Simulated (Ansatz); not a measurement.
BN, a slab with vacuum:

```
B N
1.0
     2.50399    0.00000    0.00000
    -1.25200    2.16852    0.00000
     0.00000    0.00000   24.99180
B N
4 4
Direct
  0.66667 0.33333 0.30010
  0.33333 0.66667 0.43337
  0.66667 0.33333 0.56663
  0.33333 0.66667 0.69990
  0.33333 0.66667 0.30010
  0.66667 0.33333 0.43337
  0.33333 0.66667 0.56663
  0.66667 0.33333 0.69990
```

The cell isn't the ideal one: the (0 0 1) slab of BN, cut from the database cell, not relaxed.

Base run:

* Program: Ansatz 0.2.0
* Functional: PBEsol
* Potentials or basis: Ansatz PAW
* Cutoff: 420 eV
* Density cutoff: 1680 eV
* k mesh: 12 × 12 × 1
* Occupations: fermi-dirac, width 0.05 eV
* Spin: no spin polarisation

Its results: band gap on the k mesh 4.25 eV, indirect (least direct gap 4.63 eV); largest force 0.051 eV/Å.

**Question.** The run is repeated on the same cell with these changes: functional from PBEsol to BLYP. What comes out?

**Answer.** Band gap on the k mesh 4.40 eV, indirect (least direct gap 4.72 eV); largest force 0.083 eV/Å.

Caveats: the PAW data sets come from PBE, with cores solved anew for the run's functional, which leaves a small shift of forces and pressure; the density of states is complete only up to the lowest level of the last band computed; the potentials were made for another functional, which shifts forces and pressure (some runs).

A k mesh can miss the band edges.

Not every run made on this cell is shown here.
